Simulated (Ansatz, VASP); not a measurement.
**SnSe: VASP beside Ansatz**

```
Sn Se
1.0
     4.11243    0.00000    0.00000
     0.00000    4.11243    0.00000
     0.00000    0.00000    6.12845
Sn Se
2 2
Cartesian
  2.0562 0.0000 1.5369
  0.0000 2.0562 4.5915
  2.0562 0.0000 4.5938
  0.0000 2.0562 1.5347
```

Alike in both runs: functional PBEsol; dispersion D4; k mesh 6 × 6 × 2; occupations methfessel-paxton of order 1, width 0.01 eV; no spin polarisation.

Ansatz relaxed the structure, and its values are those at the end. VASP's run is a single point on that final structure, the one shown.

|  | VASP | Ansatz |
| --- | --- | --- |
| version | VASP 6.6.1 | Ansatz 0.2.0 |
| potentials or method | VASP PAW PBE potentials, release 64 (Sn_d, Se) | plane waves, PAW |
| plane-wave cutoff (eV) | 520 | 420 |
| valence electrons in the cell | 40 | 60 |

Ansatz gave:

```
gap on the k mesh at the Fermi level (eV) : 0.62
pressure (GPa)                            : 0.0
dispersion energy (meV/atom)              : -234.0
```

**Question.** Estimate VASP's values.

**Answer.** gap on the k mesh at the Fermi level (eV): 0.61; pressure (GPa): 0.0; dispersion energy (meV/atom): -233.9.

The two sets of potentials don't hold the same shells in valence.

Caveats: the k mesh is coarse (spacing up to 0.51 Å⁻¹), so the values aren't converged; the PAW data sets were made with another functional, which shifts forces and pressure a little (VASP); spin-orbit coupling is left out, which moves the levels of the heavy elements. A k mesh can miss the band edges.
